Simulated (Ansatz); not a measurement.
## Au: do energies and stresses tell the same story?

Method: DFT PBEsol, scalar-relativistic, plane waves, PAW in Ansatz.

Settings: cutoff 420 eV, Γ-centred mesh 18×18×10 on the computed 2-atom cell, Gaussian smearing of 0.10 eV; no spin polarisation.

Relaxed cell: P6_3/mmc, a = 2.865 Å, b = 2.865 Å, c = 4.791 Å, α = 90.00°, β = 90.00°, γ = 120.00°, 2 atoms in the primitive cell. This form isn't the element's structure at ambient conditions.

Energies at zero smearing and pressures from the stress tensor, at volumes with shape and atoms relaxed:
| V (Å³/atom) | E − E(first) (meV/atom) | P (GPa) |
| --- | --- | --- |
| 14.986 | 0.00 | 31.81 |
| 15.497 | -83.97 | 21.28 |
| 16.007 | -137.56 | 12.69 |
| 16.518 | -166.44 | 5.70 |
| 17.029 | -175.19 | 0.01 |
| 17.540 | -167.56 | -4.61 |
| 18.051 | -146.85 | -8.28 |
| 18.732 | -103.36 | -12.12 |

Check P = −dE/dV between neighbouring volumes, and get the bulk modulus from the pressures alone.

With 1 eV/Å³ = 160.2 GPa:
```json
{"middle V (Å³/atom)": "15.241", "−ΔE/ΔV (GPa)": "26.333", "mean P (GPa)": "26.542"}
{"middle V (Å³/atom)": "15.752", "−ΔE/ΔV (GPa)": "16.807", "mean P (GPa)": "16.985"}
{"middle V (Å³/atom)": "16.263", "−ΔE/ΔV (GPa)": "9.057", "mean P (GPa)": "9.197"}
{"middle V (Å³/atom)": "16.774", "−ΔE/ΔV (GPa)": "2.745", "mean P (GPa)": "2.855"}
{"middle V (Å³/atom)": "17.285", "−ΔE/ΔV (GPa)": "-2.391", "mean P (GPa)": "-2.302"}
{"middle V (Å³/atom)": "17.796", "−ΔE/ΔV (GPa)": "-6.497", "mean P (GPa)": "-6.448"}
{"middle V (Å³/atom)": "18.392", "−ΔE/ΔV (GPa)": "-10.229", "mean P (GPa)": "-10.203"}
```

The two differ by 0.21 GPa at most. The mean of two end pressures misses the average over a step by about ΔV² P″/12, up to 0.17 GPa here; with that taken off 0.08 GPa remains. The stress is the derivative of the free energy, not of the energy at zero smearing, and with free energies 0.02 GPa remains. Around V = 17.029 Å³/atom, the two neighbours give B = −V ΔP/ΔV = 17.029 × 10.31 / 1.022 = 171.9 GPa, against B0 = 169.4 GPa from the Birch–Murnaghan fit of the energies.

Spin–orbit coupling is left out, which can shift energies with elements as heavy as these.